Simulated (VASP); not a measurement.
# KBr (P4/mmm) in VASP: notebook

Runs on KBr. Level: PBE. Tasks: single point.

Everything below comes from runs of VASP 6.6.1. Logs are shortened: lines on timing, memory, paths and dates and some standing lists are left out, and cuts for length are marked.

## (1) The cell of the first run

The structure is tetragonal, space group P4/mmm (No. 123). The conventional cell has a = 4.043 Å, b = 4.043 Å, c = 4.165 Å, α = 90.00°, β = 90.00°, γ = 90.00°. K (site symmetry 4/mmm) has 8 Br at 3.54 Å and 4 K at 4.04 Å as nearest neighbours. Br (site symmetry 4/mmm) has 8 K at 3.54 Å and 4 Br at 4.04 Å as nearest neighbours.

Measurements of this composition are mostly on another form, of space group No. 225.

## (2) Single point, PBE (strain +0.0300 x Voigt [0, 0, 1, 0, 0, 0], atoms carried along)

INCAR

```
SYSTEM = KBr
PREC = Accurate
ENCUT = 520
EDIFF = 1E-6
ISMEAR = 0
SIGMA = 0.05
LREAL = .False.
LASPH = .True.
NELM = 60
ALGO = Fast
ISIF = 2
LWAVE = .False.
LCHARG = .False.
GGA = PE
NBANDS = 15
```

KPOINTS

```
regular mesh
0
Gamma
  6 6 6
  0 0 0
```

POSCAR

```
KBr
1.0
    4.0434990000      0.0000000000      0.0000000000
    0.0000000000      4.0434990000      0.0000000000
    0.0000000000      0.0000000000      4.1648039700
K Br
1 1
Direct
    0.0000000000      0.0000000000      0.0000000000
    0.5000000000      0.5000000000      0.5000000000
```

Potentials or basis: VASP PAW PBE potentials, release 64 (K_sv, Br).

The run is started by

```
cat potpaw_PBE.64/K_sv/POTCAR potpaw_PBE.64/Br/POTCAR > POTCAR
mpirun -np 1 vasp_std > vasp.out
```

OUTCAR:

```text
SYSTEM = KBr
   PREC = Accurate
   ENCUT = 520
   EDIFF = 1E-6
   ISMEAR = 0
   LREAL = .False.
   LASPH = .True.
   NELM = 60
   ISIF = 2
   GGA = PE

 ion  position               nearest neighbor table
   1  0.000  0.000  0.000-
   2  0.500  0.500  0.500-

  LATTYP: Found a simple tetragonal cell.
 ALAT       =     4.0434990000
 C/A-ratio  =     1.0300000000

  Lattice vectors:

 A1 = (   4.0434990000,   0.0000000000,   0.0000000000)
 A2 = (   0.0000000000,   4.0434990000,   0.0000000000)
 A3 = (   0.0000000000,   0.0000000000,   4.1648039700)

Analysis of symmetry for initial positions (statically):
=====================================================================
 Subroutine PRICEL returns:
 Original cell was already a primitive cell.

 Routine SETGRP: Setting up the symmetry group for a
 simple tetragonal supercell.

 Subroutine GETGRP returns: Found 16 space group operations
 (whereof 16 operations were pure point group operations)
 out of a pool of 16 trial point group operations.

The static configuration has the point symmetry D_4h.

Analysis of symmetry for dynamics (positions and initial velocities):
=====================================================================
 Subroutine PRICEL returns:
 Original cell was already a primitive cell.

 Routine SETGRP: Setting up the symmetry group for a
 simple tetragonal supercell.

 Subroutine GETGRP returns: Found 16 space group operations
 (whereof 16 operations were pure point group operations)
 out of a pool of 16 trial point group operations.

The dynamic configuration has the point symmetry D_4h.

 Subroutine INISYM returns: Found 16 space group operations
 (whereof 16 operations are pure point group operations),
 and found     1 'primitive' translations

----------------------------------------------------------------------------------------

                                     Primitive cell

  volume of cell :      68.0941

  direct lattice vectors                    reciprocal lattice vectors
     4.043499000  0.000000000  0.000000000     0.247310559  0.000000000  0.000000000
     0.000000000  4.043499000  0.000000000     0.000000000  0.247310559  0.000000000
     0.000000000  0.000000000  4.164803970     0.000000000  0.000000000  0.240107339

  length of vectors
     4.043499000  4.043499000  4.164803970     0.247310559  0.247310559  0.240107339

  position of ions in fractional coordinates (direct lattice)
     0.000000000  0.000000000  0.000000000
     0.500000000  0.500000000  0.500000000

  ion indices of the primitive-cell ions
   primitive index   ion index
                 1           1
[... 87 lines left out ...]
   EFERMI =   0.00;   METHOD = LEGACY
   ISMEAR =     0;   SIGMA  =   0.05  broadening in eV -4-tet -1-fermi 0-gaus
   EFERMI_NEDOS =   21; number of points for ismear=-14 and -15
   IALGO  =     68    algorithm
   IMIX   =      4    mixing-type and parameters
     AMIX     =   0.40;   BMIX     =  1.00
     AMIX_MAG =   1.60;   BMIX_MAG =  1.00
  volume/ion in A,a.u.               =      34.05       229.76
  Fermi-wavevector in a.u.,A,eV,Ry     =   1.010210  1.909020 13.885080  1.020525
  Thomas-Fermi vector in A             =   2.143186
   LORBIT       =      0    0 simple, 1 ext, 2 COOP (PROOUT), +10 PAW based schemes
   GGA     = PE    functional components
   LHFCALC =     F    Hartree Fock is set to
   AEXX    =    0.0000 exact exchange contribution
   IVDW    =     0    specifies the selected vdW correction
   LEPSILON=     F    determine dielectric tensor
   LRPA    =     F    only Hartree local field effects (RPA)
 non-spin polarized calculation
 RMM-DIIS sequential band-by-band and
 Gauss-broadening in eV      SIGMA  =   0.05
  energy-cutoff  :      520.00
  volume of cell :       68.09
 maximum number of plane-waves:      1848
   NGX = 15   NGY = 15   NGZ = 15

 number of electron      16.0000000 magnetization

 Free energy of the ion-electron system (eV)
  ---------------------------------------------------
  ext. energy  EPLUGINS =         0.00000000
  ---------------------------------------------------
  free energy    TOTEN  =        -6.07132517 eV

  energy without entropy =       -6.07132517  energy(sigma->0) =       -6.07132517

 E-fermi :  -0.5348     XC(G=0):  -7.7023

 val. band max:       -0.8534520022   @ k =   0.5000   0.0000   0.5000
 cond. band min:       2.8673311679   @ k =   0.0000   0.0000   0.0000
 fundamental gap:      3.7207831702
 Fermi energy:        -0.5347743227

 k-point     1 :       0.0000    0.0000    0.0000
  band No.  band energies     occupation
      1     -29.6217      2.00000
      2     -13.6175      2.00000
      3     -13.0487      2.00000
      4     -13.0469      2.00000
      5     -13.0469      2.00000
      6      -1.2592      2.00000
      7      -1.0932      2.00000
      8      -1.0932      2.00000
      9       2.8673      0.00000
     10       4.9332      0.00000
     11       5.0415      0.00000
     12       8.6284      0.00000
     13       8.6284      0.00000
     14       8.8014      0.00000
[... 401 lines left out ...]
      2     -13.5578      2.00000
      3     -13.1211      2.00000
      4     -13.0469      2.00000
      5     -13.0212      2.00000
      6      -2.3953      2.00000
      7      -1.9854      2.00000
      8      -0.9037      2.00000
      9       4.7028      0.00000
     10       5.7129      0.00000
     11       7.4706      0.00000
     12       7.5149      0.00000
     13       7.9727      0.00000
     14       8.6315      0.00000
     15       9.9032      0.00000

 [... further k-points ...]

------------------------ aborting loop because EDIFF is reached ----------------------------------------

  FORCE on cell =-STRESS in cart. coord.  units (eV):
  Direction    XX          YY          ZZ          XY          YZ          ZX
  --------------------------------------------------------------------------------------
  -------------------------------------------------------------------------------------
  Total       -0.0495526     -0.0495526     -0.4770395      0.0000000      0.0000000     -0.0000000
  in kB       -1.1659177     -1.1659177    -11.2242075      0.0000000      0.0000000     -0.0000000
  external PRESSURE =      -4.5186810 kB  Pullay stress =       0.0000000 kB

 VOLUME and BASIS-vectors are now :
 -----------------------------------------------------------------------------
  energy-cutoff  :      520.00
  volume of cell :       68.09
      direct lattice vectors                 reciprocal lattice vectors
     4.043499000  0.000000000  0.000000000     0.247310559  0.000000000  0.000000000
     0.000000000  4.043499000  0.000000000     0.000000000  0.247310559  0.000000000
     0.000000000  0.000000000  4.164803970     0.000000000  0.000000000  0.240107339

 POSITION                                       TOTAL-FORCE (eV/Angst)
 -----------------------------------------------------------------------------------
      0.00000      0.00000      0.00000         0.000000      0.000000      0.000000
      2.02175      2.02175      2.08240         0.000000      0.000000      0.000000
 -----------------------------------------------------------------------------------
    total drift:                                0.000000      0.000000      0.000000

  FREE ENERGIE OF THE ION-ELECTRON SYSTEM (eV)
  ---------------------------------------------------
  free  energy   TOTEN  =        -6.0713251697 eV

  energy  without entropy=       -6.0713251697  energy(sigma->0) =       -6.07132517
```

It took 38 s on 1 thread of Intel Xeon Platinum 8259CL at 2.50GHz (Skylake/Cascade Lake), shared host; peak memory 0.18 GiB.

Results:

| Quantity | Value |
| --- | --- |
| Free energy | -6.0713 eV |
| Pressure | -0.5 GPa |
| Band gap on the k mesh | 3.72 eV, indirect (least direct gap 3.96 eV) |

Stress tensor (GPa, compression positive):
```
-0.12  0.00  0.00
 0.00 -0.12  0.00
 0.00  0.00 -1.12
```

A k mesh can miss the band edges.

## (3) Single point, PBE (strain +0.0450 x Voigt [0, 0, 1, 0, 0, 0], atoms carried along)

INCAR

```
SYSTEM = KBr
PREC = Accurate
ENCUT = 520
EDIFF = 1E-6
ISMEAR = 0
SIGMA = 0.05
LREAL = .FALSE.
LASPH = .TRUE.
NELM = 80
ALGO = Fast
ISIF = 2
LWAVE = .FALSE.
LCHARG = .FALSE.
GGA = PE
NBANDS = 15
```

KPOINTS

```
regular mesh
0
G
  6 6 6
  0 0 0
```

Edit POSCAR of step 2 so:

```diff
@@ -4,3 +4,3 @@
     0.0000000000      4.0434990000      0.0000000000
-    0.0000000000      0.0000000000      4.1648039700
+    0.0000000000      0.0000000000      4.2254564550
 K Br
```

Potentials or basis: VASP PAW PBE potentials, release 64 (K_sv, Br).

The run is started by

```
cat potpaw_PBE.64/K_sv/POTCAR potpaw_PBE.64/Br/POTCAR > POTCAR
mpirun -np 1 vasp_std > vasp.out
```

OUTCAR:

```text
SYSTEM = KBr
   PREC = Accurate
   ENCUT = 520
   EDIFF = 1E-6
   ISMEAR = 0
   LREAL = .FALSE.
   LASPH = .TRUE.
   NELM = 80
   ISIF = 2
   GGA = PE

 ion  position               nearest neighbor table
   1  0.000  0.000  0.000-
   2  0.500  0.500  0.500-

  LATTYP: Found a simple tetragonal cell.
 ALAT       =     4.0434990000
 C/A-ratio  =     1.0450000000

  Lattice vectors:

 A1 = (   4.0434990000,   0.0000000000,   0.0000000000)
 A2 = (   0.0000000000,   4.0434990000,   0.0000000000)
 A3 = (   0.0000000000,   0.0000000000,   4.2254564550)

Analysis of symmetry for initial positions (statically):
=====================================================================
 Subroutine PRICEL returns:
 Original cell was already a primitive cell.

 Routine SETGRP: Setting up the symmetry group for a
 simple tetragonal supercell.

 Subroutine GETGRP returns: Found 16 space group operations
 (whereof 16 operations were pure point group operations)
 out of a pool of 16 trial point group operations.

The static configuration has the point symmetry D_4h.

Analysis of symmetry for dynamics (positions and initial velocities):
[... 176 lines left out ...]
      7      -1.1249      2.00000
      8      -1.1249      2.00000
      9       2.7518      0.00000
     10       4.8621      0.00000
     11       5.0144      0.00000
     12       8.5040      0.00000
     13       8.5040      0.00000
     14       8.7523      0.00000
[... 401 lines left out ...]
      2     -13.6083      2.00000
      3     -13.2041      2.00000
      4     -13.1379      2.00000
      5     -13.1182      2.00000
      6      -2.4396      2.00000
      7      -2.0260      2.00000
      8      -0.9392      2.00000
      9       4.5993      0.00000
     10       5.6482      0.00000
     11       7.3967      0.00000
     12       7.4873      0.00000
     13       7.8759      0.00000
     14       8.4220      0.00000
     15       9.8110      0.00000

 [... further k-points ...]

------------------------ aborting loop because EDIFF is reached ----------------------------------------

  FORCE on cell =-STRESS in cart. coord.  units (eV):
  Direction    XX          YY          ZZ          XY          YZ          ZX
  --------------------------------------------------------------------------------------
  -------------------------------------------------------------------------------------
  Total       -0.0639367     -0.0639367     -0.6968805      0.0000000      0.0000000      0.0000000
  in kB       -1.4827650     -1.4827650    -16.1614587      0.0000000      0.0000000      0.0000000
  external PRESSURE =      -6.3756629 kB  Pullay stress =       0.0000000 kB

 VOLUME and BASIS-vectors are now :
 -----------------------------------------------------------------------------
  energy-cutoff  :      520.00
  volume of cell :       69.09
      direct lattice vectors                 reciprocal lattice vectors
     4.043499000  0.000000000  0.000000000     0.247310559  0.000000000  0.000000000
     0.000000000  4.043499000  0.000000000     0.000000000  0.247310559  0.000000000
     0.000000000  0.000000000  4.225456455     0.000000000  0.000000000  0.236660822

 POSITION                                       TOTAL-FORCE (eV/Angst)
 -----------------------------------------------------------------------------------
      0.00000      0.00000      0.00000         0.000000      0.000000      0.000000
      2.02175      2.02175      2.11273         0.000000      0.000000      0.000000
 -----------------------------------------------------------------------------------
    total drift:                                0.000000      0.000000      0.000000

  FREE ENERGIE OF THE ION-ELECTRON SYSTEM (eV)
  ---------------------------------------------------
  free  energy   TOTEN  =        -6.0629788488 eV

  energy  without entropy=       -6.0629788488  energy(sigma->0) =       -6.06297885
```

Run time: 40 s. Hardware: 1 thread of Intel Xeon Platinum 8259CL at 2.50GHz (Skylake/Cascade Lake), shared host; peak memory 0.19 GiB.

Results:

```yaml
Free_energy: -6.0630 eV
Pressure: -0.6 GPa
Band_gap_on_the_k_mesh: 3.65 eV, indirect (least direct gap 3.88 eV)
```

A k mesh can miss the band edges.

## (4) Single point, PBE (strain -0.0600 x Voigt [0, 0, 1, 0, 0, 0], atoms carried along)

INCAR

```
SYSTEM = KBr
  PREC = Accurate
  ENCUT = 520
  EDIFF = 1E-6
  ISMEAR = 0
  SIGMA = 0.05
  LREAL = .FALSE.
  LASPH = .TRUE.
  NELM = 100
  ALGO = Fast
  ISIF = 2
  LWAVE = .FALSE.
  LCHARG = .TRUE.
  GGA = PE
  LELF = .TRUE.
  LVHAR = .TRUE.
  NBANDS = 15
```

KPOINTS

```
Automatic mesh
0
G
  6 6 6
  0 0 0
```

Edit POSCAR of step 3 so:

```diff
@@ -4,3 +4,3 @@
     0.0000000000      4.0434990000      0.0000000000
-    0.0000000000      0.0000000000      4.2254564550
+    0.0000000000      0.0000000000      3.8008890600
 K Br
```

The run is started by

```
cat potpaw_PBE.64/K_sv/POTCAR potpaw_PBE.64/Br/POTCAR > POTCAR
mpirun -np 1 vasp_std > vasp.out
```

It took 38 s on 1 thread of Intel Xeon Platinum 8259CL at 2.50GHz (Skylake/Cascade Lake), shared host; peak memory 0.18 GiB.

The run converged. Its results:

```
Free energy            : -6.0459 eV
Pressure               : 1.1 GPa
Band gap on the k mesh : 3.79 eV, indirect (least direct gap 4.02 eV)
```

Stress tensor (GPa, compression positive):
```
0.30 0.00 0.00
0.00 0.30 0.00
0.00 0.00 2.76
```

Levels at points of the mesh, in eV from the valence-band top:
```tsv
k point	band 6	band 7	band 8	band 9	band 10	band 11
(0.00, 0.00, 0.00)	-0.64	-0.64	-0.23	3.79	5.40	5.71
(0.50, 0.00, 0.00)	-2.36	-0.66	-0.22	6.45	6.82	7.69
(0.50, 0.50, 0.00)	-1.75	-1.75	0.00	4.88	6.63	8.23
(0.00, 0.00, 0.50)	-2.39	-0.57	-0.57	6.49	7.03	7.94
(0.50, 0.00, 0.50)	-1.83	-1.64	-0.32	5.05	6.15	7.57
(0.50, 0.50, 0.50)	-1.91	-1.76	-1.76	7.25	7.25	7.42
```

A k mesh can miss the band edges.

## (5) Overview

| cell | gap on the mesh (eV) | pressure (GPa) |
| --- | --- | --- |
| strain +0.0300 x Voigt [0, 0, 1, 0, 0, 0], atoms carried along | 3.72 | -0.5 |
| strain +0.0450 x Voigt [0, 0, 1, 0, 0, 0], atoms carried along | 3.65 | -0.6 |
| strain -0.0600 x Voigt [0, 0, 1, 0, 0, 0], atoms carried along | 3.79 | 1.1 |

Alike in all rows: task single point; level PBE; potentials or basis VASP PAW PBE potentials, release 64 (K_sv, Br); no spin polarisation; k mesh 6 × 6 × 6; cutoff (eV) 520; smearing gaussian 0.05 eV.

Absolute energies hang on the potentials; compare differences alone.
